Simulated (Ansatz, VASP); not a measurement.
## CuO (Tenorite): VASP beside Ansatz

Wanted: the spread between two codes on one cell, functional and k mesh. The two relaxations start from unlike cells of this crystal (the structure described is Ansatz's start), so only their ends are compared.

Main program and level: Ansatz 0.2.0; plane waves, with VASP 6.6.1 beside it; relaxation of cell and atoms at BLYP.

**1. The starting structure**

Symmetry: C2/c, No. 15, monoclinic system. The conventional cell has a = 4.684 Å, b = 3.423 Å, c = 5.129 Å, α = 90.00°, β = 99.54°, γ = 90.00°. Nearest to Cu lie 4 O at 1.95 to 1.96 Å. Nearest to O lie 4 Cu at 1.95 to 1.96 Å. Farther neighbours and most contacts between anions are not listed.

**2. VASP: relaxation of cell and atoms, BLYP**

The relaxed volume is the usual yardstick between codes: in a stiff, nearly cubic crystal its relative difference is about their pressure difference at one cell divided by the bulk modulus.

Lines of VASP's logs that name or quote its potential files are left out, and so is its time.

Contents of INCAR:

```
SYSTEM = CuO
PREC = Accurate
ENCUT = 600
EDIFF = 1E-07
NELM = 200
ISMEAR = 0
SIGMA = 0.1
LREAL = .FALSE.
ALGO = Normal
GGA = B5
ALDAX = 1
AGGAX = 1
AGGAC = 1
ALDAC = 0
NBANDS = 25
ISPIN = 2
MAGMOM = -0 0 0 0
LASPH = .TRUE.
LMAXMIX = 4
LORBIT = 11
LWAVE = .FALSE.
LCHARG = .FALSE.
ISIF = 3
IBRION = 2
NSW = 80
EDIFFG = -0.005
GGA_COMPAT = .FALSE.
NELMIN = 4
KPAR = 2
```

Contents of POSCAR:

```
CuO
1.0
    2.1628856125     -2.0504638834      0.1686883146
    2.1628856125      2.0504638834      0.1686883146
   -0.4242784248      0.0000000000      5.2057228393
Cu O
2 2
Direct
    0.0000000000      0.5000000000      0.0000000000
    0.4999999112      0.9999999112      0.5000000989
    0.5009364703      0.4990634050      0.2499999506
    0.4990633162      0.5009363815      0.7500000494
```

Contents of KPOINTS:

```
Automatic mesh
0
Gamma
8 8 6
0 0 0
```

Potentials, in the order of the species: Cu and O (PBE family, release 64).

Command:

```
> mpirun -np 2 vasp_std
```

Numbers of over 12 decimals in the logs are rounded to 6 here.

Output:

```text
[banner, memory and clock lines left out]
running    2 mpi-ranks, on    1 nodes
 distrk:  each k-point on    1 cores,    2 groups
 distr:  one band on    1 cores,    1 groups

 POSCAR found type information on POSCAR CuO
 POSCAR found :  2 types and       4 ions
|                                                                             |
|               ----> ADVICE to this user running VASP <----                  |
|                                                                             |
|     You enforced a specific xc type in the INCAR file but a different       |
|     [... a line on the potential file left out ...]
|     I HOPE YOU KNOW WHAT YOU ARE DOING!                                     |
|                                                                             |

 LDA part: xc-table for (Slater(with rela. corr.)+VWN5), standard interpolation
 POSCAR, INCAR and KPOINTS ok, starting setup
 FFT: planning ... GRIDC
 FFT: planning ... GRID_SOFT
 FFT: planning ... GRID
 WAVECAR not read
 entering main loop
       N       E                     dE             d eps       ncg     rms          rms(c)
DAV:   1     0.324053814429E+03    0.32405E+03   -0.17742E+04 11784   0.231E+03
DAV:   2     0.201480355968E+02   -0.30391E+03   -0.27925E+03 11597   0.413E+02
DAV:   3    -0.235617717319E+02   -0.43710E+02   -0.41388E+02 14525   0.172E+02
DAV:   4    -0.251865534995E+02   -0.16248E+01   -0.16144E+01 14471   0.348E+01
DAV:   5    -0.252157245274E+02   -0.29171E-01   -0.29155E-01 14735   0.418E+00    0.185E+01
DAV:   6    -0.224854407234E+02    0.27303E+01   -0.42756E+01 16236   0.155E+02    0.145E+01
DAV:   7    -0.182187791700E+02    0.42667E+01   -0.11884E+01 14231   0.116E+02    0.259E+00
DAV:   8    -0.183474770873E+02   -0.12870E+00   -0.17306E+00 12189   0.896E+00    0.163E+00
DAV:   9    -0.183154986841E+02    0.31978E-01   -0.64059E-02 17856   0.694E+00    0.658E-01
DAV:  10    -0.183082958442E+02    0.72028E-02   -0.15665E-02 17555   0.235E+00    0.390E-01
DAV:  11    -0.183073483941E+02    0.94745E-03   -0.11175E-02 17368   0.969E-01    0.790E-02
DAV:  12    -0.183072872058E+02    0.61188E-04   -0.53180E-04 14664   0.256E-01    0.373E-02
DAV:  13    -0.183073012045E+02   -0.13999E-04   -0.12049E-04 17819   0.164E-01    0.140E-02
DAV:  14    -0.183072984879E+02    0.27166E-05   -0.75174E-06 18117   0.674E-02    0.565E-03
DAV:  15    -0.183072983159E+02    0.17196E-06   -0.14048E-06 17444   0.163E-02    0.279E-03
DAV:  16    -0.183072982824E+02    0.33532E-07   -0.25146E-07  9855   0.711E-03
   1 F= -.18307298E+02 E0= -.18302536E+02  d E =-.183073E+02  mag=    -0.0000
[... from here on, the cycles between the ionic steps are left out ...]
   2 F= -.18308302E+02 E0= -.18303506E+02  d E =-.100345E-02  mag=     0.0000
   3 F= -.18308533E+02 E0= -.18303716E+02  d E =-.123445E-02  mag=     0.0000
   8 F= -.18312124E+02 E0= -.18307225E+02  d E =-.129194E-02  mag=    -0.0000
   9 F= -.18311824E+02 E0= -.18306904E+02  d E =-.992373E-03  mag=    -0.0000
  10 F= -.18312275E+02 E0= -.18307370E+02  d E =-.144259E-02  mag=     0.0000
  11 F= -.18312723E+02 E0= -.18307864E+02  d E =-.448668E-03  mag=    -0.0000
  12 F= -.18312841E+02 E0= -.18308017E+02  d E =-.566675E-03  mag=    -0.0000
  13 F= -.18312841E+02 E0= -.18308020E+02  d E =-.566202E-03  mag=    -0.0000
  14 F= -.18312904E+02 E0= -.18308098E+02  d E =-.629909E-04  mag=    -0.0000
  15 F= -.18312904E+02 E0= -.18308097E+02  d E =-.628685E-04  mag=    -0.0000
  16 F= -.18312904E+02 E0= -.18308097E+02  d E =-.629658E-04  mag=     0.0000
 curvature:  -0.38 expect dE=-0.340E-05 dE for cont linesearch -0.427E-08
 trial: gam= 0.05921 g(F)=  0.597E-07 g(S)=  0.891E-05 ort = 0.136E-05 (trialstep = 0.992E+00)
 search vector abs. value=  0.971E-05
 bond charge predicted
       N       E                     dE             d eps       ncg     rms          rms(c)
DAV:   1    -0.183129690826E+02   -0.65248E-04   -0.14505E-03 15428   0.568E-01    0.605E-02
DAV:   2    -0.183129250560E+02    0.44027E-04   -0.28897E-04 14789   0.454E-01    0.275E-02
DAV:   3    -0.183129134162E+02    0.11640E-04   -0.54209E-05 15972   0.272E-01    0.190E-02
DAV:   4    -0.183129089850E+02    0.44312E-05   -0.60395E-06 17040   0.777E-02    0.740E-03
DAV:   5    -0.183129082628E+02    0.72213E-06   -0.22959E-06 17635   0.224E-02    0.199E-03
DAV:   6    -0.183129081561E+02    0.10671E-06   -0.10007E-07  6453   0.648E-03    0.584E-04
DAV:   7    -0.183129081157E+02    0.40397E-07   -0.15741E-07  7106   0.474E-03
  17 F= -.18312908E+02 E0= -.18308107E+02  d E =-.430722E-05  mag=    -0.0000
 trial-energy change:   -0.000004  1 .order   -0.000005   -0.000009   -0.000001
 step:   1.1416(harm=  1.1416)  dis= 0.00005  next Energy=   -18.312909 (dE=-0.517E-05)
 reached required accuracy - stopping structural energy minimisation
```

OUTCAR, selected parts (step 2):

```text
ion  position               nearest neighbor table
   1  0.000  0.500  0.000-   3 1.98   4 1.98   4 1.98   3 1.98
   2  0.500  1.000  0.500-   4 1.98   3 1.98   4 1.98   3 1.98
   3  0.501  0.499  0.250-   1 1.98   2 1.98   1 1.98   2 1.98
   4  0.499  0.501  0.750-   2 1.98   1 1.98   1 1.98   2 1.98

  LATTYP: Found a base centered monoclinic cell.
 ALAT       =     4.3389076599
 B/A-ratio  =     0.9451521185
 C/A-ratio  =     1.2037555225
 COS(beta)  =    -0.0034878660

 Subroutine GETGRP returns: Found  4 space group operations
 (whereof  2 operations were pure point group operations)

The static configuration has the point symmetry S_2 .
 The point group associated with its full space group is C_2h.

 Found    114 irreducible k-points:

   k-points           NKPTS =    114   k-points in BZ     NKDIM =    114   number of bands    NBANDS=     25

   dimension x,y,z NGX =    24 NGY =   24 NGZ =   42
   dimension x,y,z NGXF=    48 NGYF=   48 NGZF=   84

   ENCUT  =  600.0 eV  44.10 Ry    6.64 a.u.   5.96  5.96 10.43*2*pi/ulx,y,z

   NELECT =      34.0000    total number of electrons

 k-points in reciprocal lattice and weights: Automatic mesh
   0.00000000  0.00000000  0.00000000       0.003
   0.12500000  0.00000000 -0.00000000       0.010
   0.25000000  0.00000000 -0.00000000       0.010
   0.37500000  0.00000000 -0.00000000       0.010
   0.50000000  0.00000000 -0.00000000       0.005
   0.12500000  0.12500000 -0.00000000       0.005
   0.25000000  0.12500000 -0.00000000       0.010
   0.37500000  0.12500000 -0.00000000       0.010
   0.50000000  0.12500000 -0.00000000       0.010
[...]
-0.37500000  0.37500000  0.50000000       0.005
   0.50000000  0.50000000  0.50000000       0.003

 average (electrostatic) potential at core
       1 -66.7985       2 -66.7985       3 -71.4129       4 -71.4129

 E-fermi :   4.5623

 spin component 1
 k-point     1 :       0.0000    0.0000    0.0000
  band No.  band energies     occupation
    ...
     12       2.2519      1.00000
     13       2.2613      1.00000
     14       2.3319      1.00000
     15       2.3448      1.00000
     16       2.6975      1.00000
     17       5.1796      0.00000
     18       5.1940      0.00000
     19       5.9777      0.00000
     20      10.8878      0.00000
     21      11.6195      0.00000
    ...

 k-point     2 :       0.1250    0.0000   -0.0000
  band No.  band energies     occupation
    ...
     12       2.2460      1.00000
     13       2.2514      1.00000
     14       2.4818      1.00000
     15       2.5451      1.00000
     16       2.7337      1.00000
     17       4.9713      0.00000
     18       5.1613      0.00000
     19       6.4658      0.00000
     20      11.2619      0.00000
     21      11.4005      0.00000
    ...

 k-point     3 :       0.2500    0.0000   -0.0000
  band No.  band energies     occupation
    ...
     12       2.1755      1.00000
     13       2.2364      1.00000
     14       2.7174      1.00000
     15       2.7553      1.00000
     16       2.7793      1.00000
     17       4.7069      0.02048
     18       5.0974      0.00000
     19       7.5341      0.00000
     20      10.2972      0.00000
     21      12.6361      0.00000
    ...

 k-point     4 :       0.3750    0.0000   -0.0000
  band No.  band energies     occupation
    ...
     12       2.2244      1.00000
     13       2.3536      1.00000
     14       2.7503      1.00000
     15       2.8724      1.00000
     16       3.0265      1.00000
     17       4.6984      0.02714
     18       5.0314      0.00000
     19       8.5974      0.00000
     20       9.4349      0.00000
     21      12.4495      0.00000
    ...

 k-point     5 :       0.5000    0.0000   -0.0000
  band No.  band energies     occupation
    ...
     12       2.2186      1.00000
     13       2.3227      1.00000
     14       2.7407      1.00000
     15       3.0165      1.00000
     16       3.1210      1.00000
     17       4.7435      0.00520
     18       5.0033      0.00000
     19       8.4912      0.00000
     20      10.2978      0.00000
     21      10.9050      0.00000
    ...

 k-point     6 :       0.1250    0.1250   -0.0000
  band No.  band energies     occupation
    ...
     12       2.1818      1.00000
     13       2.3077      1.00000
     14       2.4489      1.00000
     15       2.6069      1.00000
     16       2.8201      1.00000
     17       4.7955      0.00049
     18       5.1028      0.00000
     19       6.9093      0.00000
     20      11.0229      0.00000
     21      11.8857      0.00000
    ...

  Total        0.0153824     -0.0046353      0.0123199      0.0000000      0.0000000      0.0010411
  in kB        0.5274643     -0.1589433      0.4224502      0.0000000      0.0000000      0.0356991
  external PRESSURE =       0.2636571 kB  Pullay stress =       0.0000000 kB

  energy-cutoff  :      600.00
  volume of cell :       46.72
      direct lattice vectors                 reciprocal lattice vectors
     2.103112860 -2.123585459  0.167350524     0.236241073 -0.235450849  0.018872728
     2.103112860  2.123585459  0.167350524     0.236241073  0.235450849  0.018872728
    -0.415247925  0.000000000  5.197903408    -0.015211928  0.000000000  0.191170016

 POSITION                                       TOTAL-FORCE (eV/Angst)
 -----------------------------------------------------------------------------------
      1.05156      1.06179      0.08368         0.000000     -0.000000      0.000000
      2.94704      1.06179      2.84998         0.000000      0.000000      0.000000
      1.99930     -0.00044      1.46683         0.000000      0.000696      0.000000
      1.79168      0.00044      4.06578        -0.000000     -0.000696      0.000000
 -----------------------------------------------------------------------------------
    total drift:                                0.001147      0.000122      0.000027

  FREE ENERGIE OF THE ION-ELECTRON SYSTEM (eV)
  ---------------------------------------------------
  free  energy   TOTEN  =       -18.3129081157 eV

  energy  without entropy=      -18.3033061987  energy(sigma->0) =      -18.30810716

 reached required accuracy - stopping structural energy minimisation

 total charge
# of ion       s       p       d       tot
------------------------------------------
    1        0.377   0.350   9.129   9.855
    2        0.377   0.350   9.129   9.855
    3        1.565   3.370   0.000   4.935
    4        1.565   3.370   0.000   4.935
--------------------------------------------------
tot          3.884   7.439  18.258  29.581

 magnetization (x)
# of ion       s       p       d       tot
------------------------------------------
    1        0.000   0.000  -0.000   0.000
    2        0.000   0.000  -0.000   0.000
    3       -0.000  -0.000   0.000  -0.000
    4       -0.000  -0.000   0.000  -0.000
--------------------------------------------------
tot          0.000  -0.000  -0.000  -0.000

[... 1 further part left out ...]
```

This run allows spin, but its moments start at zero, where symmetry between the spins tends to hold them, although Cu can carry a moment. Oxides and halides of Cu are often magnetic insulators, and a metal at this level, without U or exact exchange, may be an artefact. The run keeps the 4 symmetry operations of its start, so it cannot find a distortion of lower symmetry.

(Continued in part 2 of 2.)

[Lines on the potential files, build, host, timing and source positions are cut from VASP's logs without a mark.]

[Logs are printed without paths, hosts, clocks, repeated set-up lines and the standing remarks that a program may print on its own settings, such as how far it seeks lower states.]

[Hosts, paths, dates, database ids (printed as entryN), source tags and the programs' standing remarks are cut or masked in the printed files.]
